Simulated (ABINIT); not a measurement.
The system is Bi.

```
Bi
1.0
    -1.98143    1.98143    1.98143
     1.98143   -1.98143    1.98143
     1.98143    1.98143   -1.98143
Bi
1
Direct
  0.00000 0.00000 0.00000
```

This isn't the form of Bi at room conditions, which is rhombohedral.

Base run:

```yaml
Program: ABINIT 10.8.3 (patched build)
Functional: WC
Potentials_or_basis: JTH PAW PBE v2.0
Cutoff: 707 eV
k_mesh: 9 × 9 × 9
Occupations: fermi-dirac, width 0.05 eV
Spin: no spin polarisation
```

Its results: band gap on the k mesh none (metal or under the smearing width); pressure -2.3 GPa.

Problem. The run is repeated on the same cell with these changes: functional from WC to SCAN. What comes out?

Solution. Band gap on the k mesh none (metal or under the smearing width); pressure -1.8 GPa.

Caveats: the PAW data sets were made with another functional, which shifts forces and pressure a little; spin-orbit coupling is left out, which moves the levels of the heavy elements.
